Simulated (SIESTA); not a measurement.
The system is AlN.

```
CELL_PARAMETERS angstrom
3.11300 0.00000 0.00000
-1.55650 2.69594 0.00000
0.00000 0.00000 4.98100
ATOMIC_POSITIONS crystal
Al 0.66667 0.33333 0.50000
Al 0.33333 0.66667 0.00000
N 0.66667 0.33333 0.88000
N 0.33333 0.66667 0.38000
```

Base run:

```yaml
Program: SIESTA 5.4.2
Functional: PBE
Potentials_or_basis: PseudoDojo 0.4 standard (PBE files)
Basis: TZP (energy shift 0.002 Ry; radii capped at 9.5 bohr)
Grid_cutoff: 800 Ry
Energy_shift: 0.002 Ry
k_mesh: 10 × 10 × 6
Occupations: fermi-dirac, width 0.05 eV
Spin: no spin polarisation
```

Its results: band gap on the k mesh 4.38 eV, direct; pressure 4.7 GPa; largest force 0.121 eV/Å.

Problem. The run is repeated on the same cell with these changes: functional from PBE to B86bPBE; basis from TZP (energy shift 0.002 Ry; radii capped at 9.5 bohr) to DZP (energy shift 0.002 Ry; radii capped at 9.5 bohr). What comes out?

Solution. Band gap on the k mesh 4.41 eV, direct; pressure 5.8 GPa; largest force 0.137 eV/Å.

Several settings changed at once, so the effect can't be laid on one alone.

Caveats: the basis of atomic orbitals isn't converged, which shifts pressures, moduli and gaps; the potentials were made for another functional, which shifts forces and pressure (some runs).
